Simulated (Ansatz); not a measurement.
Reactions of methyl methacrylate (`C=C(C)C(=O)OC`).

Isolated molecules relaxed with PBE0-D4/def2-TZVP in Ansatz; ΔE leaves out vibrations. CBS: MP2 limit from def2 TZ/QZ plus the TZ coupled-cluster correction, frozen cores. This one scheme is used for every species, atoms too. DFT in def2-TZVPP. No spin–orbit coupling; open shells (•) take unrestricted orbitals. Spin–orbit coupling would lower the free atoms: a little for C, O. One conformer a species, not always the lowest.

```json
{"reaction": "methyl methacrylate + `CCCO` → `CCCOC(=O)OC` + propene", "PBE0-D4 (kJ/mol)": "-17", "B2PLYP (kJ/mol)": "-18", "r2SCAN-D4 (kJ/mol)": "-18", "CCSD(T)/CBS(def2) (kJ/mol)": "-12"}
{"reaction": "methyl methacrylate → `CC(=O)CC(C)=O`", "PBE0-D4 (kJ/mol)": "-29", "B2PLYP (kJ/mol)": "-25", "r2SCAN-D4 (kJ/mol)": "-27", "CCSD(T)/CBS(def2) (kJ/mol)": "-25"}
{"reaction": "methyl methacrylate → methyl acrylate + `[CH2]` (triplet)", "PBE0-D4 (kJ/mol)": "445", "B2PLYP (kJ/mol)": "436", "r2SCAN-D4 (kJ/mol)": "426", "CCSD(T)/CBS(def2) (kJ/mol)": "447"}
{"reaction": "methyl methacrylate → 5 C• + 8 H• + 2 O•", "PBE0-D4 (kJ/mol)": "6463", "B2PLYP (kJ/mol)": "6357", "r2SCAN-D4 (kJ/mol)": "6446", "CCSD(T)/CBS(def2) (kJ/mol)": "6403"}
```

Largest T1 diagnostic: 0.015, for `C=CC(=O)OC`.
